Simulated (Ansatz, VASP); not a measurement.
**Two plane-wave programs on AlN**

INCAR

```
SYSTEM = AlN
PREC = Accurate ; ENCUT = 520
EDIFF = 1E-8 ; ISMEAR = -1
SIGMA = 0.02 ; LREAL = .False.
LASPH = .True. ; NELM = 80
ALGO = Normal ; ISIF = 2
LWAVE = .False. ; LCHARG = .False.
GGA = CA ; LEFG = .True.
NBANDS = 11
```

KPOINTS

```
regular mesh
0
Gamma
  10 10 10
  0 0 0
```

The input POSCAR:

```
AlN
1.0
    0.0000000000      2.0040293008      2.0040293008
    2.0040293008      0.0000000000      2.0040293008
    2.0040293008      2.0040293008      0.0000000000
Al N
1 1
Direct
    0.0000000000      0.0000000000      0.0000000000
    0.5000000000      0.5000000000      0.5000000000
```

Input for Ansatz:

```yaml
crystal:
  lattice:
    - [0.0, 2.0040293008, 2.0040293008]
    - [2.0040293008, 0.0, 2.0040293008]
    - [2.0040293008, 2.0040293008, 0.0]
  atoms:
    - { symbol: Al, position: [0.0, 0.0, 0.0] }
    - { symbol: "N", position: [0.5, 0.5, 0.5] }
kpoints:
  mp_grid: { grid: [10, 10, 10] }
scf:
  occupations: { method: fermi_dirac, width: 0.02 }
hamiltonian:
  xc: lda
  pseudopotentials: { kind: paw }
output:
  forces: true
  stress: true
  eigenvalues: true
  efg: { contact_densities: true }
```

Change from the starting cell: volume scaled by 1.04, PAW files.

Alike in both runs: task electric field gradients; functional LDA; k mesh 10 × 10 × 10; occupations fermi-dirac, width 0.02 eV; no spin polarisation.

|  | VASP | Ansatz |
| --- | --- | --- |
| version | VASP 6.6.1 | Ansatz 0.2.0 |
| potentials or method | VASP PAW LDA potentials, release 64 (Al, N) | PAW with Ansatz's default frozen-core files, scalar-relativistic |
| plane-wave cutoff (eV) | 520 | 420 |
| valence electrons in the cell | 8 | 8 |

VASP gave:

| Item | Value |
| --- | --- |
| gap on the k mesh at the Fermi level (eV) | 4.72 |
| pressure (GPa) | 1.3 |
| Vzz of the field gradient on the site that differs most (V/Å²) | 0.0 |

Problem. Estimate Ansatz's values.

Solution. gap on the k mesh at the Fermi level (eV): 4.73; pressure (GPa): 0.6; Vzz of the field gradient on the site that differs most (V/Å²): 0.0.

A k mesh can miss the band edges.
